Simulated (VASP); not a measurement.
A run of VASP 6.6.1 is set up as follows.

INCAR

```
SYSTEM = KF
PREC = Accurate ; ENCUT = 600
EDIFF = 1E-6 ; ISMEAR = 0
SIGMA = 0.01 ; LREAL = .FALSE.
LASPH = .TRUE. ; NELM = 100
ALGO = Fast ; ISIF = 3
LWAVE = .FALSE. ; LCHARG = .FALSE.
GGA = PS ; IBRION = 2
NSW = 80 ; EDIFFG = -0.001
PSTRESS = 10.0
```

File KPOINTS:

```
Automatic mesh
0
G
  8 8 8
  0 0 0
```

POSCAR

```
KF
1.0
    0.0000000000      2.6532659342      2.6532659342
    2.6532659342      0.0000000000      2.6532659342
    2.6532659342      2.6532659342      0.0000000000
K F
1 1
Direct
    0.0000000000      0.0000000000      0.0000000000
    0.5000000000      0.5000000000      0.5000000000
```

Potentials or basis: VASP PAW PBE potentials, release 64 (K_sv, F).

Command:

```sh
$ cat potpaw_PBE.64/K_sv/POTCAR potpaw_PBE.64/F/POTCAR > POTCAR
$ mpirun -np 1 vasp_std > vasp.out
```

Q: What does it give for the relaxed volume?

A: 18.18 Å³/atom.

Q: Estimate the relaxed cell.

A: a = 3.719 Å, b = 3.719 Å, c = 3.719 Å, α = 60.00°, β = 60.00°, γ = 60.00°.

Q: Predict the space group after relaxing (to 0.05 Å).

A: Fm-3m (No. 225).

Step by step:
```tsv
step	energy change (eV)	largest force (eV/Å)	pressure (GPa)	volume (Å³)
1	0.0000	0.0000	0.03	37.36
2	0.0012	0.0000	0.61	36.75
3	0.0036	0.0000	1.08	36.30
4	0.0031	0.0000	1.01	36.37
5	0.0030	0.0000	0.99	36.39
6	0.0030	0.0000	0.97	36.39
7	0.0030	0.0000	0.98	36.39
8	0.0030	0.0000	0.98	36.39
9	0.0030	0.0000	0.98	36.39
10	0.0030	0.0000	0.98	36.39
11	0.0030	0.0000	0.98	36.39
12	0.0030	0.0000	0.98	36.39
13	0.0030	0.0000	0.98	36.39
14	0.0030	0.0000	0.97	36.39
15	0.0030	0.0000	0.98	36.39
16	0.0030	0.0000	0.97	36.39
17	0.0030	0.0000	0.97	36.39
18	0.0031	0.0000	0.98	36.38
19	0.0031	0.0000	0.98	36.37
20	0.0032	0.0000	1.01	36.36
```

Caveat: the cell is relaxed towards a set pressure, so the enthalpy falls and the energy may rise; the PAW data sets were made with another functional, which shifts forces and pressure a little.
